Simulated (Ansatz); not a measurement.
The calculation used DFT, revPBE, plane waves (420 eV) with PAW, scalar-relativistic (Ansatz). (PAW data from PBE, frozen cores regenerated.)

An element in the omega (AlB2-type) structure gives this curve. The cell is scaled uniformly from the relaxed one, with fractional coordinates and shape fixed. Energies are extrapolated to zero smearing, pressures are those at the given smearing. Magnetic state: spin not included.

```json
{"V (Å³/atom)": "33.296", "E − E₀ (meV/atom)": "27.4", "P (GPa)": "2.49"}
{"V (Å³/atom)": "34.810", "E − E₀ (meV/atom)": "10.3", "P (GPa)": "1.49"}
{"V (Å³/atom)": "36.323", "E − E₀ (meV/atom)": "1.8", "P (GPa)": "0.67"}
{"V (Å³/atom)": "37.836", "E − E₀ (meV/atom)": "0.2", "P (GPa)": "0.01"}
{"V (Å³/atom)": "39.350", "E − E₀ (meV/atom)": "3.9", "P (GPa)": "-0.53"}
{"V (Å³/atom)": "40.863", "E − E₀ (meV/atom)": "12.1", "P (GPa)": "-0.98"}
{"V (Å³/atom)": "42.377", "E − E₀ (meV/atom)": "23.7", "P (GPa)": "-1.36"}
```

Which element is it?
A. thallium
B. ytterbium
C. sodium
D. calcium

B. Its fit is V₀ = 37.50 Å³/atom, B₀ = 15.0 GPa, B₀′ = 4.5.
